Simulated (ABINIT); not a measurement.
Crystal: Te.

```xyz
3
Lattice="4.4540 0.0000 0.0000 -2.2270 3.8573 0.0000 0.0000 0.0000 5.9240" Properties=species:S:1:pos:R:3 pbc="T T T"
Te    1.6279    2.8197    0.0000
Te   -0.5991    1.0376    3.9493
Te    1.1981    0.0000    1.9747
```

Program: ABINIT 10.8.3 (patched build). Alike in all runs: no spin polarisation; cell as given; cutoff (eV) 408; smearing fermi-dirac 0.05 eV. Hardware: 1 thread of Arm Neoverse V2, on a shared host.

Order these runs on this cell by their wall time, lowest first.
A. task single point; level PBEsol; potentials or basis JTH PAW PBE v2.0; k mesh 6 × 6 × 4; mesh quality not flagged
B. task band structure; level HCTH407; potentials or basis JTH PAW PBE v2.0; k mesh 7 × 7 × 5; mesh quality not flagged
C. task single point; level LDA; potentials or basis JTH PAW LDA v2.0; k mesh 3 × 3 × 2; mesh quality coarse

C (3.2 s), A (17 s), B (51 s).

Caveats: some runs use coarse meshes.
